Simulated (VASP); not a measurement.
# Be (Pm-3m) in VASP: notebook

One crystal, Be, is run at these levels: PBEsol; tasks: single point.

Everything below comes from runs of VASP 6.6.1. Logs are shortened: lines on timing, memory, paths and dates and some standing lists are left out, and cuts for length are marked.

### 1 The structure

Symmetry: Pm-3m, No. 221, cubic system. Conventional cell: a = 2.165 Å, b = 2.165 Å, c = 2.165 Å, α = 90.00°, β = 90.00°, γ = 90.00°. Around Be (site symmetry m-3m) lie 6 Be at 2.17 Å.

This isn't the form of Be at room conditions, which is hcp.

### 2 Single point, PBEsol

INCAR reads:

```
SYSTEM = Be
ALGO = Fast
EDIFF = 1E-7
ENCUT = 520
GGA = PS
ISIF = 2
ISMEAR = -1
LASPH = .True.
LCHARG = .False.
LREAL = .False.
LWAVE = .False.
NBANDS = 7
NELM = 60
PREC = Accurate
SIGMA = 0.1
```

KPOINTS reads:

```
k-points
0
Gamma
  24 24 24
  0 0 0
```

POSCAR reads:

```
Be
1.0
    2.1652747306      0.0000000000      0.0000000000
    0.0000000000      2.1652747306      0.0000000000
    0.0000000000      0.0000000000      2.1652747306
Be
1
Direct
    0.0000000000      0.0000000000      0.0000000000
```

Potentials or basis: VASP PAW PBE potentials, release 64 (Be).

Started as:

```bash
$ cat potpaw_PBE.64/Be/POTCAR > POTCAR
$ mpirun -np 1 vasp_std > vasp.out
```

OUTCAR:

```text
SYSTEM = Be
   EDIFF = 1E-7
   ENCUT = 520
   GGA = PS
   ISIF = 2
   ISMEAR = -1
   LASPH = .True.
   LREAL = .False.
   NELM = 60
   PREC = Accurate

 ion  position               nearest neighbor table
   1  0.000  0.000  0.000-

  LATTYP: Found a simple cubic cell.
 ALAT       =     2.1652747306

  Lattice vectors:

 A1 = (   2.1652747306,   0.0000000000,   0.0000000000)
 A2 = (   0.0000000000,   2.1652747306,   0.0000000000)
 A3 = (   0.0000000000,   0.0000000000,   2.1652747306)

Analysis of symmetry for initial positions (statically):
=====================================================================
 Subroutine PRICEL returns:
 Original cell was already a primitive cell.

 Routine SETGRP: Setting up the symmetry group for a
 simple cubic supercell.

 Subroutine GETGRP returns: Found 48 space group operations
 (whereof 48 operations were pure point group operations)
 out of a pool of 48 trial point group operations.

The static configuration has the point symmetry O_h .

Analysis of symmetry for dynamics (positions and initial velocities):
=====================================================================
 Subroutine PRICEL returns:
 Original cell was already a primitive cell.

 Routine SETGRP: Setting up the symmetry group for a
 simple cubic supercell.

 Subroutine GETGRP returns: Found 48 space group operations
 (whereof 48 operations were pure point group operations)
 out of a pool of 48 trial point group operations.

The dynamic configuration has the point symmetry O_h .

 Subroutine INISYM returns: Found 48 space group operations
 (whereof 48 operations are pure point group operations),
 and found     1 'primitive' translations

----------------------------------------------------------------------------------------

                                     Primitive cell

  volume of cell :      10.1517

  direct lattice vectors                    reciprocal lattice vectors
     2.165274731  0.000000000  0.000000000     0.461835159  0.000000000  0.000000000
     0.000000000  2.165274731  0.000000000     0.000000000  0.461835159  0.000000000
     0.000000000  0.000000000  2.165274731     0.000000000  0.000000000  0.461835159

  length of vectors
     2.165274731  2.165274731  2.165274731     0.461835159  0.461835159  0.461835159

  position of ions in fractional coordinates (direct lattice)
     0.000000000  0.000000000  0.000000000

  ion indices of the primitive-cell ions
   primitive index   ion index
                 1           1

----------------------------------------------------------------------------------------

 KPOINTS: k-points

Automatic generation of k-mesh.
 Grid dimensions read from file:
 generate k-points for:   24   24   24

 Generating k-lattice:

  Cartesian coordinates                     Fractional coordinates (reciprocal lattice)
     0.019243132  0.000000000  0.000000000     0.041666667  0.000000000  0.000000000
     0.000000000  0.019243132  0.000000000     0.000000000  0.041666667  0.000000000
     0.000000000  0.000000000  0.019243132     0.000000000  0.000000000  0.041666667

  Length of vectors
     0.019243132  0.019243132  0.019243132

  Shift w.r.t. Gamma in fractional coordinates (k-lattice)
     0.000000000  0.000000000  0.000000000

 Subroutine IBZKPT returns following result:
 ===========================================

 Found    455 irreducible k-points:

 Following reciprocal coordinates:
            Coordinates               Weight
  0.000000  0.000000  0.000000      1.000000
  0.041667  0.000000  0.000000      6.000000
  0.083333  0.000000  0.000000      6.000000
  0.125000  0.000000  0.000000      6.000000
  0.166667  0.000000  0.000000      6.000000
  0.208333  0.000000  0.000000      6.000000
[... 16 lines left out ...]
  0.416667  0.041667  0.000000     24.000000
  0.458333  0.041667  0.000000     24.000000
 [... further k-points ...]
   k-points           NKPTS =    455   k-points in BZ     NKDIM =    455   number of bands    NBANDS=      7
   number of dos      NEDOS =    301   number of ions     NIONS =      1
   total plane-waves  NPLWV =   4096
   dimension x,y,z NGX =    16 NGY =   16 NGZ =   16
   dimension x,y,z NGXF=    32 NGYF=   32 NGZF=   32
   ions per type =               1
   NGX,Y,Z   is equivalent  to a cutoff of  12.28, 12.28, 12.28 a.u.
   NGXF,Y,Z  is equivalent  to a cutoff of  24.57, 24.57, 24.57 a.u.
 SYSTEM =  Be
   PREC   = accura    normal or accurate (medium, high low for compatibility)
   ISTART =      0    job   : 0-new  1-cont  2-samecut
   ICHARG =      2    charge: 1-file 2-atom 10-const
   ISPIN  =      1    spin polarized calculation?
   LNONCOLLINEAR =      F non collinear calculations
   LSORBIT =      F    spin-orbit coupling
   LASPH  =      T    aspherical Exc in radial PAW
   ENCUT  =  520.0 eV  38.22 Ry    6.18 a.u.   4.03  4.03  4.03*2*pi/ulx,y,z
   NELM   =     60;   NELMIN=  2; NELMDL= -5     # of ELM steps
   EDIFF  = 0.1E-06   stopping-criterion for ELM
   LREAL  =      F    real-space projection
   EDIFFG = 0.1E-05   stopping-criterion for IOM
   NSW    =      0    number of steps for IOM
   IBRION =     -1    ionic relax: 0-MD 1-quasi-New 2-CG
   NFREE  =      0    steps in history (QN), initial steepest desc. (CG)
   ISIF   =      2    stress and relaxation
   ISYM   =      2    0-nonsym 1-usesym 2-fastsym
   POTIM  = 0.5000    time-step for ionic-motion
   TEBEG  =    0.0;   TEEND  =   0.0 temperature during run
   PSTRESS=    0.0 pullay stress
   NELECT =       2.0000    total number of electrons
   NUPDOWN=      -1.0000    fix difference up-down
   EMIN   =  10.00;   EMAX   =-10.00  energy-range for DOS
   EFERMI =   0.00;   METHOD = LEGACY
   ISMEAR =    -1;   SIGMA  =   0.10  broadening in eV -4-tet -1-fermi 0-gaus
   EFERMI_NEDOS =   21; number of points for ismear=-14 and -15
   IALGO  =     68    algorithm
   IMIX   =      4    mixing-type and parameters
     AMIX     =   0.40;   BMIX     =  1.00
     AMIX_MAG =   1.60;   BMIX_MAG =  1.00
  volume/ion in A,a.u.               =      10.15        68.51
  Fermi-wavevector in a.u.,A,eV,Ry     =   0.952588  1.800131 12.346254  0.907424
  Thomas-Fermi vector in A             =   2.081165
   LORBIT       =      0    0 simple, 1 ext, 2 COOP (PROOUT), +10 PAW based schemes
   GGA     = PS    functional components
   LHFCALC =     F    Hartree Fock is set to
   AEXX    =    0.0000 exact exchange contribution
   IVDW    =     0    specifies the selected vdW correction
   LEPSILON=     F    determine dielectric tensor
   LRPA    =     F    only Hartree local field effects (RPA)
 non-spin polarized calculation
 RMM-DIIS sequential band-by-band and
  energy-cutoff  :      520.00
  volume of cell :       10.15
 maximum number of plane-waves:       289
   NGX =  9   NGY =  9   NGZ =  9

 number of electron       2.0000000 magnetization

 Free energy of the ion-electron system (eV)
  ---------------------------------------------------
  ext. energy  EPLUGINS =         0.00000000
  ---------------------------------------------------
  free energy    TOTEN  =        -2.98343424 eV

  energy without entropy =       -2.97105047  energy(sigma->0) =       -2.97724235

 E-fermi :   4.8584     XC(G=0):  -9.8018

 val. band max:        4.8448945717   @ k =   0.5000   0.3333   0.0833
 cond. band min:       4.8587773941   @ k =   0.4583   0.2917   0.0417
 fundamental gap:      0.0138828224
 Fermi energy:         4.8584219782

 k-point     1 :       0.0000    0.0000    0.0000
  band No.  band energies     occupation
      1      -4.8815      2.00000
      2      18.5066      0.00000
      3      18.5066      0.00000
      4      18.5066      0.00000
      5      24.1846      0.00000
      6      24.1846      0.00000
      7      33.0041      0.00000

 k-point     2 :       0.0417    0.0000    0.0000
  band No.  band energies     occupation
      1      -4.8384      2.00000
      2      17.8336      0.00000
      3      18.5500      0.00000
      4      18.5500      0.00000
      5      24.2378      0.00000
      6      24.9179      0.00000
      7      32.9689      0.00000

 k-point     3 :       0.0833    0.0000    0.0000
  band No.  band energies     occupation
      1      -4.7089      2.00000
      2      16.3784      0.00000
      3      18.6796      0.00000
      4      18.6796      0.00000
      5      24.3974      0.00000
      6      26.5386      0.00000
      7      32.8785      0.00000

 k-point     4 :       0.1250    0.0000    0.0000
  band No.  band energies     occupation
      1      -4.4936      2.00000
      2      14.7047      0.00000
      3      18.8928      0.00000
      4      18.8928      0.00000
      5      24.6627      0.00000
      6      28.4137      0.00000
      7      32.8006      0.00000

 k-point     5 :       0.1667    0.0000    0.0000
  band No.  band energies     occupation
      1      -4.1930      2.00000
      2      13.0055      0.00000
      3      19.1854      0.00000
      4      19.1854      0.00000
      5      25.0324      0.00000
      6      30.0863      0.00000
      7      32.9923      0.00000
[... 161 lines left out ...]
 k-point    22 :       0.3750    0.0417    0.0000
  band No.  band energies     occupation
      1      -1.4506      2.00000
      2       5.5796      0.00147
      3      20.9745      0.00000
      4      21.4563      0.00000
      5      28.7364      0.00000
      6      29.6085      0.00000
      7      34.7282      0.00000

 k-point    23 :       0.4167    0.0417    0.0000
  band No.  band energies     occupation
      1      -0.7436      2.00000
      2       4.4332      1.97193
      3      21.4191      0.00000
      4      21.8665      0.00000
      5      29.2546      0.00000
      6      29.5300      0.00000
      7      33.8002      0.00000

 k-point    24 :       0.4583    0.0417    0.0000
  band No.  band energies     occupation
      1      -0.1049      2.00000
      2       3.5305      2.00000
      3      21.7327      0.00000
      4      22.1504      0.00000
      5      29.0158      0.00000
      6      30.2030      0.00000
      7      33.1257      0.00000

 [... further k-points ...]

------------------------ aborting loop because EDIFF is reached ----------------------------------------

  FORCE on cell =-STRESS in cart. coord.  units (eV):
  Direction    XX          YY          ZZ          XY          YZ          ZX
  --------------------------------------------------------------------------------------
  -------------------------------------------------------------------------------------
  Total        0.0258849      0.0258849      0.0258849      0.0000000      0.0000000     -0.0000000
  in kB        4.0852456      4.0852456      4.0852456      0.0000000      0.0000000     -0.0000000
  external PRESSURE =       4.0852456 kB  Pullay stress =       0.0000000 kB

 VOLUME and BASIS-vectors are now :
 -----------------------------------------------------------------------------
  energy-cutoff  :      520.00
  volume of cell :       10.15
      direct lattice vectors                 reciprocal lattice vectors
     2.165274731  0.000000000  0.000000000     0.461835159  0.000000000  0.000000000
     0.000000000  2.165274731  0.000000000     0.000000000  0.461835159  0.000000000
     0.000000000  0.000000000  2.165274731     0.000000000  0.000000000  0.461835159

 POSITION                                       TOTAL-FORCE (eV/Angst)
 -----------------------------------------------------------------------------------
      0.00000      0.00000      0.00000         0.000000      0.000000      0.000000
 -----------------------------------------------------------------------------------
    total drift:                               -0.000000     -0.000000     -0.000000

  FREE ENERGIE OF THE ION-ELECTRON SYSTEM (eV)
  ---------------------------------------------------
  free  energy   TOTEN  =        -2.9834342371 eV

  energy  without entropy=       -2.9710504695  energy(sigma->0) =       -2.97724235
```

Run time: 6.6 s. Hardware: 1 thread of Intel Xeon Platinum 8488C (Sapphire Rapids), shared host; peak memory 0.13 GiB.

Results:

| Property | Result |
| --- | --- |
| Free energy | -2.9834 eV |
| Pressure | 0.4 GPa |
| Band gap on the k mesh | none (metal or under the smearing width) |

Caveat: the PAW data sets were made with another functional, which shifts forces and pressure a little.

### 3 Single point, PBEsol

This run uses another cell than the first one, of 10.56 Å³/atom, 1.040 times its volume.

INCAR reads:

```
PREC = Accurate ; ENCUT = 520
EDIFF = 1E-7 ; ISMEAR = -1
SIGMA = 0.1 ; LREAL = F
LASPH = T ; NELM = 100
ALGO = Normal ; ISIF = 2
LWAVE = F ; LCHARG = T
GGA = PS ; LELF = T
LVHAR = T ; NBANDS = 7
```

KPOINTS reads:

```
regular mesh
0
Gamma
  16 16 16
```

POSCAR reads:

```
Be
1.0
    2.1937684552      0.0000000000      0.0000000000
    0.0000000000      2.1937684552      0.0000000000
    0.0000000000      0.0000000000      2.1937684552
Be
1
Direct
    0.0000000000      0.0000000000      0.0000000000
```

Potentials or basis: VASP PAW PBE potentials, release 64 (Be).

Started as:

```bash
$ cat potpaw_PBE.64/Be/POTCAR > POTCAR
$ mpirun -np 1 vasp_std > vasp.out
```

It took 2.8 s on 1 thread of Intel Xeon Platinum 8488C (Sapphire Rapids), shared host; peak memory 0.12 GiB.

It converged, with:

| Property | Result |
| --- | --- |
| Free energy | -2.9820 eV |
| Pressure | -2.5 GPa |
| Band gap on the k mesh | none (metal or under the smearing width) |

Levels at points of the mesh, in eV from the Fermi level:
```csv
k point,band 1,band 2,band 3,band 4
"(0.00, 0.00, 0.00)",-9.49,13.30,13.30,13.30
"(0.50, 0.00, 0.00)",-4.50,-1.76,16.87,16.87
"(0.50, 0.50, 0.00)",0.72,0.72,6.61,6.96
"(0.50, 0.50, 0.50)",5.30,5.30,5.30,13.06
```

Caveat: the PAW data sets were made with another functional, which shifts forces and pressure a little.

### 4 Single point, PBEsol

This run uses another cell than the first one, of 9.75 Å³/atom, 0.960 times its volume.

INCAR reads:

```
SYSTEM = Be
PREC = Accurate
ENCUT = 520
EDIFF = 1E-7
ISMEAR = -1
SIGMA = 0.1
LREAL = .FALSE.
LASPH = .TRUE.
NELM = 100
ALGO = Fast
ISIF = 2
LWAVE = .FALSE.
LCHARG = .TRUE.
GGA = PS
LELF = .TRUE.
LVHAR = .TRUE.
NBANDS = 7
```

KPOINTS reads:

```
Automatic mesh
0
G
  16 16 16
  0 0 0
```

POSCAR reads:

```
Be
1.0
    2.1360106739      0.0000000000      0.0000000000
    0.0000000000      2.1360106739      0.0000000000
    0.0000000000      0.0000000000      2.1360106739
Be
1
Direct
    0.0000000000      0.0000000000      0.0000000000
```

Started as:

```bash
$ cat potpaw_PBE.64/Be/POTCAR > POTCAR
$ mpirun -np 1 vasp_std > vasp.out
```

It took 3.2 s on 1 thread of Intel Xeon Platinum 8488C (Sapphire Rapids), shared host; peak memory 0.11 GiB.

It converged, with:

```yaml
Free_energy: -2.9795 eV
Pressure: 3.8 GPa
Band_gap_on_the_k_mesh: none (metal or under the smearing width)
```

Levels at points of the mesh, in eV from the Fermi level:
| k point | band 1 | band 2 | band 3 | band 4 | band 5 |
| --- | --- | --- | --- | --- | --- |
| (0.00, 0.00, 0.00) | -9.96 | 14.06 | 14.06 | 14.06 | 19.80 |
| (0.50, 0.00, 0.00) | -4.89 | -1.68 | 17.92 | 17.92 | 25.53 |
| (0.50, 0.50, 0.00) | 0.68 | 0.68 | 6.73 | 7.69 | 21.10 |
| (0.50, 0.50, 0.50) | 5.59 | 5.59 | 5.59 | 13.56 | 13.56 |

Caveat: the PAW data sets were made with another functional, which shifts forces and pressure a little.

### 5 The runs side by side

| cell | k mesh | gap on the mesh (eV) | pressure (GPa) |
| --- | --- | --- | --- |
| Pm-3m, 10.15 Å³/atom | 24 × 24 × 24 | none | 0.4 |
| Pm-3m, 10.56 Å³/atom | 16 × 16 × 16 | none | -2.5 |
| Pm-3m, 9.75 Å³/atom | 16 × 16 × 16 | none | 3.8 |

Alike in all rows: task single point; level PBEsol; potentials or basis VASP PAW PBE potentials, release 64 (Be); no spin polarisation; cutoff (eV) 520; smearing fermi-dirac 0.1 eV.

Every run on the cell as given and a fine mesh finds a metal.

Caveats: the PAW data sets were made with another functional, which shifts forces and pressure a little.

Total energies depend on the potentials used, so only differences within one code and one set of settings carry meaning.
